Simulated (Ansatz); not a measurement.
Set up this calculation in Ansatz 0.2.0, as the native input.

| Quantity | Value |
| --- | --- |
| Task | band structure |
| Functional | PBEsol |
| Potentials or basis | all-electron LAPW, scalar-relativistic |
| Cutoff | 189 eV (chosen from the basis error) |
| Basis error allowed | 0.001 eV/atom |
| k mesh | 7 × 7 × 7 |
| Occupations | fermi-dirac, width 0.05 eV |
| Spin | no spin polarisation |

The system is SnTe.

```
Te Sn
1.0
     0.00000    3.61115    3.61115
     3.61115    0.00000    3.61115
     3.61115    3.61115    0.00000
Te Sn
1 1
Direct
  0.25000 0.25000 0.25000
  0.00000 0.00000 0.00000
```

Measurements of this composition are mostly on another form, of space group No. 225.

One way to write it, as run:

input.yaml

```yaml
crystal:
  lattice:
    - [0.0, 3.611146, 3.611146]
    - [3.611146, 0.0, 3.611146]
    - [3.611146, 3.611146, 0.0]
  atoms:
    - { symbol: Te, position: [0.25, 0.25, 0.25] }
    - { symbol: Sn, position: [0.0, 0.0, 0.0] }
kpoints:
  mp_grid: { grid: [7, 7, 7] }
  band_path:
    path:
      - [0.0, 0.0, 0.0]
      - [0.5, 0.0, 0.5]
      - [0.5, 0.25, 0.75]
      - [0.375, 0.375, 0.75]
      - [0.0, 0.0, 0.0]
      - [0.5, 0.5, 0.5]
      - [0.625, 0.25, 0.625]
      - [0.5, 0.25, 0.75]
    npoints: 10
scf:
  occupations: { method: fermi_dirac, width: 0.05 }
hamiltonian:
  xc: pbesol
  pseudopotentials: { kind: all_electron, lapw: { basis_error: 0.001 } }
output:
  forces: true
  stress: true
  eigenvalues: true
```

Potentials or basis: all-electron LAPW, scalar-relativistic.

Launch:

```sh
$ ansatz run input.yaml --threads 1 --pin off --max-ram 3072MiB --backend cpu --events-out ev --progress --plain --runs-dir out
```

Results of the run:

```yaml
Pressure: -1.4 GPa
Band_gap_on_the_k_mesh: 0.29 eV, indirect (least direct gap 0.79 eV)
Band_gap_along_the_path: 0.04 eV, indirect (least direct gap 0.76 eV)
```

Caveat: spin-orbit coupling is left out, which moves the levels of the heavy elements; the mesh misses the band edges, which the band path finds closer together.

It took 15 s on 1 thread of Intel(R) Xeon(R) Platinum 8375C CPU @ 2.90GHz (Ice Lake), with other jobs on the host, peak memory 0.32 GiB.
